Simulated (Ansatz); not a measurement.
Born–Oppenheimer molecular dynamics of a periodic cell of 17 atoms, Zr (surface Zr(0001), adsorbate Zr). It goes on from the last frame of an earlier run, with new velocities.

The calculation used DFT PBEsol, scalar-relativistic, plane waves, PAW in Ansatz. Settings: accuracy low, cutoff 420 eV, k mesh 3x3x1, fermi-dirac smearing 0.1 eV, no spin polarisation.

```
ensemble        : NVT, Langevin thermostat
time step       : 3 fs
steps asked     : 300
set temperature : 600 K
friction        : 0.005 /fs
atoms held      : 1 to 4
seed            : 516431
```

Frames 30 fs apart, positions in Å.

Velocities at 150 fs (Å/ps):

```
Zr 0.00 0.00 0.00
Zr 0.00 0.00 0.00
Zr 0.00 0.00 0.00
Zr 0.00 0.00 0.00
Zr 0.76 -0.96 -0.77
Zr 2.62 0.06 -1.68
Zr 3.02 0.01 -1.77
Zr -5.80 -2.35 -0.96
Zr 0.12 -3.18 3.96
Zr 0.25 4.20 2.82
Zr -1.82 -3.21 -1.83
Zr 0.10 0.75 2.31
Zr 1.66 -0.24 2.25
Zr 1.43 -2.23 0.52
Zr 0.67 -0.77 -3.98
Zr 0.46 5.73 -1.42
Zr -1.17 3.63 2.01
```

```xyz
17
Lattice="6.4600 0.0000 0.0000 3.2300 5.5945 0.0000 0.0000 0.0000 19.7181" Properties=species:S:1:pos:R:3 time_fs=150 energy_less_start_eV=0.187 T=630
Zr 0.000 1.865 1.000
Zr 3.230 1.865 1.000
Zr 1.615 4.662 1.000
Zr 4.845 4.662 1.000
Zr -0.089 -0.250 3.468
Zr 2.981 -0.206 3.483
Zr 1.315 2.656 3.233
Zr 4.666 2.563 3.385
Zr -0.091 1.646 5.950
Zr 3.221 1.550 5.999
Zr 1.649 4.577 5.991
Zr 4.777 4.485 6.002
Zr -0.459 -0.060 8.823
Zr 2.879 -0.416 8.444
Zr 1.281 2.529 8.164
Zr 4.405 2.636 8.476
Zr 6.454 2.570 10.491
17
Lattice="6.4600 0.0000 0.0000 3.2300 5.5945 0.0000 0.0000 0.0000 19.7181" Properties=species:S:1:pos:R:3 time_fs=180 energy_less_start_eV=0.452 T=643
Zr 0.000 1.865 1.000
Zr 3.230 1.865 1.000
Zr 1.615 4.662 1.000
Zr 4.845 4.662 1.000
Zr -0.090 -0.310 3.428
Zr 3.088 -0.199 3.425
Zr 1.426 2.675 3.226
Zr 4.478 2.517 3.346
Zr -0.166 1.558 6.030
Zr 3.203 1.650 6.054
Zr 1.600 4.478 5.944
Zr 4.770 4.507 6.090
Zr -0.434 -0.049 8.881
Zr 2.927 -0.441 8.498
Zr 1.273 2.525 8.079
Zr 4.431 2.797 8.434
Zr 6.416 2.698 10.531
17
Lattice="6.4600 0.0000 0.0000 3.2300 5.5945 0.0000 0.0000 0.0000 19.7181" Properties=species:S:1:pos:R:3 time_fs=210 energy_less_start_eV=0.756 T=442
Zr 0.000 1.865 1.000
Zr 3.230 1.865 1.000
Zr 1.615 4.662 1.000
Zr 4.845 4.662 1.000
Zr -0.108 -0.345 3.396
Zr 3.204 -0.198 3.338
Zr 1.489 2.684 3.290
Zr 4.380 2.498 3.377
Zr -0.242 1.467 6.003
Zr 3.129 1.680 6.025
Zr 1.573 4.397 5.915
Zr 4.803 4.490 6.164
Zr -0.398 -0.022 8.858
Zr 2.994 -0.413 8.612
Zr 1.246 2.525 8.135
Zr 4.433 2.900 8.425
Zr 6.416 2.858 10.530
17
Lattice="6.4600 0.0000 0.0000 3.2300 5.5945 0.0000 0.0000 0.0000 19.7181" Properties=species:S:1:pos:R:3 time_fs=240 energy_less_start_eV=0.507 T=554
Zr 0.000 1.865 1.000
Zr 3.230 1.865 1.000
Zr 1.615 4.662 1.000
Zr 4.845 4.662 1.000
Zr -0.123 -0.328 3.367
Zr 3.247 -0.231 3.281
Zr 1.440 2.610 3.364
Zr 4.466 2.538 3.465
Zr -0.324 1.446 5.946
Zr 3.070 1.610 5.944
Zr 1.525 4.331 5.939
Zr 4.777 4.461 6.165
Zr -0.408 0.031 8.792
Zr 3.067 -0.331 8.721
Zr 1.201 2.525 8.263
Zr 4.488 2.900 8.478
Zr 6.402 2.982 10.510
17
Lattice="6.4600 0.0000 0.0000 3.2300 5.5945 0.0000 0.0000 0.0000 19.7181" Properties=species:S:1:pos:R:3 time_fs=270 energy_less_start_eV=0.469 T=560
Zr 0.000 1.865 1.000
Zr 3.230 1.865 1.000
Zr 1.615 4.662 1.000
Zr 4.845 4.662 1.000
Zr -0.120 -0.243 3.385
Zr 3.216 -0.189 3.322
Zr 1.343 2.490 3.390
Zr 4.635 2.562 3.512
Zr -0.413 1.484 5.903
Zr 3.045 1.553 5.879
Zr 1.438 4.326 5.980
Zr 4.718 4.416 6.166
Zr -0.466 0.080 8.666
Zr 3.088 -0.246 8.769
Zr 1.175 2.523 8.367
Zr 4.549 2.809 8.474
Zr 6.430 3.041 10.534
17
Lattice="6.4600 0.0000 0.0000 3.2300 5.5945 0.0000 0.0000 0.0000 19.7181" Properties=species:S:1:pos:R:3 time_fs=300 energy_less_start_eV=0.488 T=550
Zr 0.000 1.865 1.000
Zr 3.230 1.865 1.000
Zr 1.615 4.662 1.000
Zr 4.845 4.662 1.000
Zr -0.132 -0.169 3.400
Zr 3.141 -0.101 3.430
Zr 1.283 2.423 3.402
Zr 4.815 2.625 3.463
Zr -0.450 1.516 5.847
Zr 2.990 1.522 5.918
Zr 1.322 4.311 6.007
Zr 4.647 4.477 6.188
Zr -0.526 0.062 8.549
Zr 3.081 -0.170 8.748
Zr 1.214 2.596 8.321
Zr 4.563 2.647 8.474
Zr 6.460 3.020 10.631
17
Lattice="6.4600 0.0000 0.0000 3.2300 5.5945 0.0000 0.0000 0.0000 19.7181" Properties=species:S:1:pos:R:3 time_fs=330 energy_less_start_eV=0.479 T=580
Zr 0.000 1.865 1.000
Zr 3.230 1.865 1.000
Zr 1.615 4.662 1.000
Zr 4.845 4.662 1.000
Zr -0.167 -0.157 3.425
Zr 3.078 -0.014 3.501
Zr 1.346 2.458 3.387
Zr 4.897 2.730 3.340
Zr -0.413 1.586 5.836
Zr 2.932 1.514 6.035
Zr 1.232 4.319 5.996
Zr 4.580 4.589 6.248
Zr -0.531 -0.008 8.479
Zr 3.045 -0.171 8.717
Zr 1.222 2.654 8.196
Zr 4.549 2.556 8.436
Zr 6.511 3.017 10.692
17
Lattice="6.4600 0.0000 0.0000 3.2300 5.5945 0.0000 0.0000 0.0000 19.7181" Properties=species:S:1:pos:R:3 time_fs=360 energy_less_start_eV=0.412 T=690
Zr 0.000 1.865 1.000
Zr 3.230 1.865 1.000
Zr 1.615 4.662 1.000
Zr 4.845 4.662 1.000
Zr -0.207 -0.149 3.439
Zr 3.103 0.048 3.546
Zr 1.509 2.574 3.376
Zr 4.864 2.813 3.191
Zr -0.386 1.607 5.865
Zr 2.915 1.525 6.149
Zr 1.155 4.341 5.983
Zr 4.513 4.677 6.330
Zr -0.470 -0.138 8.524
Zr 2.930 -0.213 8.674
Zr 1.227 2.632 8.114
Zr 4.533 2.574 8.440
Zr 6.621 3.010 10.623
17
Lattice="6.4600 0.0000 0.0000 3.2300 5.5945 0.0000 0.0000 0.0000 19.7181" Properties=species:S:1:pos:R:3 time_fs=390 energy_less_start_eV=0.470 T=681
Zr 0.000 1.865 1.000
Zr 3.230 1.865 1.000
Zr 1.615 4.662 1.000
Zr 4.845 4.662 1.000
Zr -0.217 -0.157 3.469
Zr 3.148 0.083 3.538
Zr 1.685 2.710 3.329
Zr 4.831 2.894 3.111
Zr -0.408 1.619 5.878
Zr 2.905 1.558 6.162
Zr 1.151 4.432 5.936
Zr 4.409 4.685 6.346
Zr -0.410 -0.265 8.623
Zr 2.826 -0.269 8.646
Zr 1.168 2.574 8.144
Zr 4.545 2.637 8.505
Zr 6.773 2.989 10.451
17
Lattice="6.4600 0.0000 0.0000 3.2300 5.5945 0.0000 0.0000 0.0000 19.7181" Properties=species:S:1:pos:R:3 time_fs=420 energy_less_start_eV=0.319 T=836
Zr 0.000 1.865 1.000
Zr 3.230 1.865 1.000
Zr 1.615 4.662 1.000
Zr 4.845 4.662 1.000
Zr -0.152 -0.097 3.477
Zr 3.141 0.079 3.504
Zr 1.798 2.801 3.273
Zr 4.899 2.961 3.203
Zr -0.509 1.642 5.880
Zr 2.945 1.599 6.086
Zr 1.185 4.546 5.936
Zr 4.322 4.613 6.217
Zr -0.412 -0.330 8.767
Zr 2.796 -0.282 8.662
Zr 1.120 2.512 8.127
Zr 4.547 2.693 8.555
Zr 6.966 2.952 10.366
17
Lattice="6.4600 0.0000 0.0000 3.2300 5.5945 0.0000 0.0000 0.0000 19.7181" Properties=species:S:1:pos:R:3 time_fs=450 energy_less_start_eV=0.178 T=801
Zr 0.000 1.865 1.000
Zr 3.230 1.865 1.000
Zr 1.615 4.662 1.000
Zr 4.845 4.662 1.000
Zr -0.068 0.021 3.466
Zr 3.153 0.077 3.446
Zr 1.802 2.864 3.228
Zr 4.994 2.955 3.409
Zr -0.561 1.678 5.891
Zr 2.957 1.632 6.022
Zr 1.234 4.667 5.928
Zr 4.283 4.545 6.089
Zr -0.521 -0.377 8.860
Zr 2.788 -0.240 8.677
Zr 1.104 2.418 7.985
Zr 4.557 2.691 8.588
Zr 7.164 2.965 10.410
17
Lattice="6.4600 0.0000 0.0000 3.2300 5.5945 0.0000 0.0000 0.0000 19.7181" Properties=species:S:1:pos:R:3 time_fs=480 energy_less_start_eV=0.483 T=659
Zr 0.000 1.865 1.000
Zr 3.230 1.865 1.000
Zr 1.615 4.662 1.000
Zr 4.845 4.662 1.000
Zr 0.043 0.142 3.413
Zr 3.220 0.037 3.372
Zr 1.730 2.904 3.252
Zr 5.050 2.882 3.604
Zr -0.495 1.713 5.901
Zr 2.952 1.714 5.945
Zr 1.272 4.707 5.906
Zr 4.302 4.534 6.080
Zr -0.646 -0.392 8.880
Zr 2.750 -0.181 8.716
Zr 1.124 2.414 7.878
Zr 4.573 2.646 8.651
Zr 7.377 2.991 10.456
```

Of the whole run (900 fs, mean temperature of the second half 506 K): The mean temperature of the second half is 16 % below the set value. A run of 0.9 ps of so small a system gives no equilibrium averages. Limits of this set-up: coarse k mesh, thin slab, slab without dipole correction, a typed lattice constant that wasn't relaxed here, low accuracy level.

The run took 24 min on 4 threads of Intel(R) Xeon(R) 6975P-C (Granite Rapids) (shared host), peak memory 2.2 GiB.
